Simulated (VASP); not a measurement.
The system is SnS2 (Berndtite-2T).

```
CELL_PARAMETERS angstrom
3.66709 0.00000 0.00000
-1.83354 3.17579 0.00000
0.00000 0.00000 5.81104
ATOMIC_POSITIONS crystal
Sn 0.00000 0.00000 0.00000
S 0.33333 0.66667 0.25435
S 0.66667 0.33333 0.74565
```

Base run:

| Item | Value |
| --- | --- |
| Program | VASP 6.6.1 |
| Functional | HSE06 |
| Potentials or basis | VASP PAW PBE potentials, release 64 (Sn_d, S) |
| Cutoff | 520 eV |
| k mesh | 6 × 6 × 3 |
| Occupations | gaussian, width 0.03 eV |
| Spin | no spin polarisation |

Its results: band gap on the k mesh 2.19 eV, indirect (least direct gap 2.73 eV); pressure -0.9 GPa; largest force 0.527 eV/Å.

Q: The run is repeated on the same cell with these changes: functional from HSE06 to PBE-EpsX. What comes out?

A: Band gap on the k mesh 2.08 eV, indirect (least direct gap 2.55 eV); pressure 0.7 GPa; largest force 0.289 eV/Å.

Caveats: the PAW data sets were made with another functional, which shifts forces and pressure a little; spin-orbit coupling is left out, which moves the levels of the heavy elements; this functional lacks dispersion, which binds the layers, so the pressure and a relaxed spacing across them are unreliable (some runs).

A k mesh can miss the band edges.
